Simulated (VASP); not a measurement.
# Tb (Fm-3m) in VASP: reference runs, part 2 of 2

VASP 6.6.1. Earlier steps stand in the parts before.

## 3. Single point, PBE, collinear spin, ferromagnetic start (cell strained at random at fixed volume)

File INCAR:

```
SYSTEM = Tb
  PREC = Accurate
  ENCUT = 520
  EDIFF = 1E-7
  ISMEAR = -1
  SIGMA = 0.05
  LREAL = .False.
  LASPH = .True.
  NELM = 120
  ALGO = Normal
  ISIF = 2
  LWAVE = .False.
  LCHARG = .False.
  ISPIN = 2
  MAGMOM = 6
  LORBIT = 11
  LMAXMIX = 6
  GGA = PE
  NBANDS = 20
```

File KPOINTS:

```
regular mesh
0
Gamma
  9 9 9
  0 0 0
```

File POSCAR:

```
Tb
1.0
   -0.0408360000      2.5823590000      2.4520500000
    2.4987470000     -0.0118400000      2.4230540000
    2.5157980000      2.5704130000     -0.0288900000
Tb
1
Direct
   -0.0149370000      0.0011360000      0.0251660000
```

Potentials or basis: VASP PAW PBE potentials, release 64 (Tb).

The run is started by

```
cat potpaw_PBE.64/Tb/POTCAR > POTCAR
mpirun -np 1 vasp_std > vasp.out
```

OUTCAR:

```text
SYSTEM = Tb
   PREC = Accurate
   ENCUT = 520
   EDIFF = 1E-7
   ISMEAR = -1
   LREAL = .False.
   LASPH = .True.
   NELM = 120
   ISIF = 2
   ISPIN = 2
   LORBIT = 11
   GGA = PE

 ion  position               nearest neighbor table
   1  0.985  0.001  0.025-

  LATTYP: Found a triclinic cell.
 ALAT       =     6.1569247328
 B/A-ratio  =     0.5653261484
 C/A-ratio  =     0.8388387051
 COS(alpha) =     0.0066934518
 COS(beta)  =     0.4270257505
 COS(gamma) =     0.8595942386

  Lattice vectors:

 A1 = (   5.0383300000,  -2.6060390000,   2.3940580000)
 A2 = (   2.4987470000,  -0.0118400000,   2.4230540000)
 A3 = (   0.0237850000,  -5.1646120000,  -0.0001060000)

Analysis of symmetry for initial positions (statically):
=====================================================================
 Subroutine PRICEL returns:
 Original cell was already a primitive cell.

 Routine SETGRP: Setting up the symmetry group for a
 triclinic supercell.

 Subroutine GETGRP returns: Found  2 space group operations
 (whereof  1 operations were pure point group operations)
 out of a pool of  2 trial point group operations.

The static configuration has the point symmetry C_1 .
 The point group associated with its full space group is S_2 .

Analysis of symmetry for dynamics (positions and initial velocities):
=====================================================================
 Subroutine PRICEL returns:
 Original cell was already a primitive cell.

 Routine SETGRP: Setting up the symmetry group for a
 triclinic supercell.

 Subroutine GETGRP returns: Found  2 space group operations
 (whereof  1 operations were pure point group operations)
 out of a pool of  2 trial point group operations.

The dynamic configuration has the point symmetry C_1 .
 The point group associated with its full space group is S_2 .

Analysis of structural, dynamic, and magnetic symmetry:
=====================================================================
 Subroutine PRICEL returns:
 Original cell was already a primitive cell.

 Routine SETGRP: Setting up the symmetry group for a
 triclinic supercell.

 Subroutine GETGRP returns: Found  2 space group operations
 (whereof  1 operations were pure point group operations)
 out of a pool of  2 trial point group operations.

The overall configuration has the point symmetry C_1 .
 The point group associated with its full space group is S_2 .

 Subroutine INISYM returns: Found  2 space group operations
 (whereof  1 operations are pure point group operations),
 and found     1 'primitive' translations

----------------------------------------------------------------------------------------

                                     Primitive cell

  volume of cell :      32.0047

  direct lattice vectors                    reciprocal lattice vectors
    -0.040836000  2.582359000  2.452050000    -0.194593681  0.192725072  0.201614261
     2.498747000 -0.011840000  2.423054000     0.199264190 -0.192711934  0.206271711
     2.515798000  2.570413000 -0.028890000     0.196415919  0.194534095 -0.201601122

  length of vectors
     3.561291168  3.480670545  3.596817649     0.340085231  0.345531656  0.342148710

  position of ions in fractional coordinates (direct lattice)
     0.985063000  0.001136000  0.025166000

  ion indices of the primitive-cell ions
[... 58 lines left out ...]
   total plane-waves  NPLWV =  21952
   dimension x,y,z NGX =    28 NGY =   28 NGZ =   28
   dimension x,y,z NGXF=    56 NGYF=   56 NGZF=   56
   ions per type =               1
   NGX,Y,Z   is equivalent  to a cutoff of  13.07, 13.37, 12.94 a.u.
   NGXF,Y,Z  is equivalent  to a cutoff of  26.14, 26.75, 25.88 a.u.
 SYSTEM =  Tb
   PREC   = accura    normal or accurate (medium, high low for compatibility)
   ISTART =      0    job   : 0-new  1-cont  2-samecut
   ICHARG =      2    charge: 1-file 2-atom 10-const
   ISPIN  =      2    spin polarized calculation?
   LNONCOLLINEAR =      F non collinear calculations
   LSORBIT =      F    spin-orbit coupling
   LASPH  =      T    aspherical Exc in radial PAW
   ENCUT  =  520.0 eV  38.22 Ry    6.18 a.u.   6.62  6.47  6.69*2*pi/ulx,y,z
   NELM   =    120;   NELMIN=  2; NELMDL= -5     # of ELM steps
   EDIFF  = 0.1E-06   stopping-criterion for ELM
   LREAL  =      F    real-space projection
   EDIFFG = 0.1E-05   stopping-criterion for IOM
   NSW    =      0    number of steps for IOM
   IBRION =     -1    ionic relax: 0-MD 1-quasi-New 2-CG
   NFREE  =      0    steps in history (QN), initial steepest desc. (CG)
   ISIF   =      2    stress and relaxation
   ISYM   =      2    0-nonsym 1-usesym 2-fastsym
   POTIM  = 0.5000    time-step for ionic-motion
   TEBEG  =    0.0;   TEEND  =   0.0 temperature during run
   PSTRESS=    0.0 pullay stress
   NELECT =      19.0000    total number of electrons
   NUPDOWN=      -1.0000    fix difference up-down
   EMIN   =  10.00;   EMAX   =-10.00  energy-range for DOS
   EFERMI =   0.00;   METHOD = LEGACY
   ISMEAR =    -1;   SIGMA  =   0.05  broadening in eV -4-tet -1-fermi 0-gaus
   EFERMI_NEDOS =   21; number of points for ismear=-14 and -15
   IALGO  =     38    algorithm
   IMIX   =      4    mixing-type and parameters
     AMIX     =   0.40;   BMIX     =  1.00
     AMIX_MAG =   1.60;   BMIX_MAG =  1.00
  volume/ion in A,a.u.               =      32.00       215.98
  Fermi-wavevector in a.u.,A,eV,Ry     =   1.375904  2.600082 25.757361  1.893113
  Thomas-Fermi vector in A             =   2.501198
   LORBIT       =     11    0 simple, 1 ext, 2 COOP (PROOUT), +10 PAW based schemes
   GGA     = PE    functional components
   LHFCALC =     F    Hartree Fock is set to
   AEXX    =    0.0000 exact exchange contribution
   IVDW    =     0    specifies the selected vdW correction
   LEPSILON=     F    determine dielectric tensor
   LRPA    =     F    only Hartree local field effects (RPA)
 spin polarized calculation
  energy-cutoff  :      520.00
  volume of cell :       32.00
 maximum number of plane-waves:       889
   NGX = 13   NGY = 13   NGZ = 13

 number of electron      19.0000000 magnetization       5.8820194

 Free energy of the ion-electron system (eV)
  ---------------------------------------------------
  ext. energy  EPLUGINS =         0.00000000
  ---------------------------------------------------
  free energy    TOTEN  =        -9.54685280 eV

  energy without entropy =       -9.50516780  energy(sigma->0) =       -9.52601030

 E-fermi :   2.9160     XC(G=0): -10.1035

 val. band max:        2.9159053339   @ k =  -0.4444   0.4444   0.2222
 cond. band min:       2.9195813159   @ k =   0.2222   0.4444   0.2222
 fundamental gap:      0.0036759820
 Fermi energy:         2.9159657755

 spin component 1

 k-point     1 :       0.0000    0.0000    0.0000
  band No.  band energies     occupation
      1     -43.1967      1.00000
      2     -19.4688      1.00000
      3     -19.4491      1.00000
      4     -19.4351      1.00000
      5      -2.0446      1.00000
      6      -1.2532      1.00000
[... 541 lines left out ...]
     19      14.5212      0.00000
     20      18.1988      0.00000

 [... further k-points ...]

 spin component 2

 k-point     1 :       0.0000    0.0000    0.0000
  band No.  band energies     occupation
      1     -40.6247      1.00000
      2     -17.5704      1.00000
      3     -17.5560      1.00000
      4     -17.5337      1.00000
      5      -1.6969      1.00000
      6       2.5293      0.99956
[... 541 lines left out ...]
     19      15.2797      0.00000
     20      18.8688      0.00000

 [... further k-points ...]

------------------------ aborting loop because EDIFF is reached ----------------------------------------

  FORCE on cell =-STRESS in cart. coord.  units (eV):
  Direction    XX          YY          ZZ          XY          YZ          ZX
  --------------------------------------------------------------------------------------
  -------------------------------------------------------------------------------------
  Total        0.0139823     -0.1045409      0.1435865      0.0548276     -0.0004857      0.1454073
  in kB        0.6999666     -5.2333941      7.1880444      2.7447105     -0.0243157      7.2791937
  external PRESSURE =       0.8848723 kB  Pullay stress =       0.0000000 kB

 VOLUME and BASIS-vectors are now :
 -----------------------------------------------------------------------------
  energy-cutoff  :      520.00
  volume of cell :       32.00
      direct lattice vectors                 reciprocal lattice vectors
    -0.040836000  2.582359000  2.452050000    -0.194593681  0.192725072  0.201614261
     2.498747000 -0.011840000  2.423054000     0.199264190 -0.192711934  0.206271711
     2.515798000  2.570413000 -0.028890000     0.196415919  0.194534095 -0.201601122

 POSITION                                       TOTAL-FORCE (eV/Angst)
 -----------------------------------------------------------------------------------
      0.02593      2.60846      2.41745         0.000000      0.000000      0.000000
 -----------------------------------------------------------------------------------
    total drift:                                0.000012      0.000046      0.000001

  FREE ENERGIE OF THE ION-ELECTRON SYSTEM (eV)
  ---------------------------------------------------
  free  energy   TOTEN  =        -9.5468527999 eV

  energy  without entropy=       -9.5051677998  energy(sigma->0) =       -9.52601030

 total charge

# of ion       s       p       d       f       tot
--------------------------------------------------
    1        2.087   5.595   0.516   8.117  16.316

 magnetization (x)

# of ion       s       p       d       f       tot
--------------------------------------------------
    1        0.001  -0.049   0.069   5.679   5.700
```

OSZICAR:

```text
N       E                     dE             d eps       ncg     rms          rms(c)
DAV:   1     0.990532342712E+02    0.99053E+02   -0.67272E+03 38244   0.463E+03
DAV:   2     0.545819586501E+01   -0.93595E+02   -0.83049E+02 36484   0.340E+02
[... 33 lines left out ...]
DAV:  36    -0.954685793981E+01   -0.21064E-06   -0.90700E-07 47512   0.483E-02    0.177E-01
DAV:  37    -0.954685373815E+01    0.42017E-05   -0.71553E-06 45248   0.764E-02    0.111E-01
DAV:  38    -0.954685340725E+01    0.33089E-06   -0.15443E-06 51224   0.464E-02    0.650E-02
DAV:  39    -0.954685298757E+01    0.41969E-06   -0.89896E-07 40764   0.395E-02    0.362E-02
DAV:  40    -0.954685273663E+01    0.25094E-06   -0.10247E-06 42624   0.233E-02    0.198E-02
DAV:  41    -0.954685279989E+01   -0.63263E-07   -0.50079E-08 24524   0.843E-03
   1 F= -.95468528E+01 E0= -.95260103E+01  d E =-.416850E-01  mag=     5.8820
```

Wall time 16 min (1 thread of Intel Xeon 6975P-C (Granite Rapids), shared host); peak memory 0.51 GiB.

Results:

```yaml
Free_energy: -9.5469 eV
Pressure: 0.1 GPa
Band_gap_on_the_k_mesh: none (metal or under the smearing width)
Net_moment: 5.88 μB per cell
Site_moments: Tb +5.70 μB
Valence_electrons_inside_the_program's_atomic_spheres: Tb 16.32
```

Stress tensor (GPa, compression positive):
```
 0.07  0.27  0.73
 0.27 -0.52  0.00
 0.73  0.00  0.72
```

Caveat: the magnetic or orbital state may not be the lowest; spin-orbit coupling is left out, which moves the levels of the heavy elements. The state reached can hang on the start; a lower one may exist.
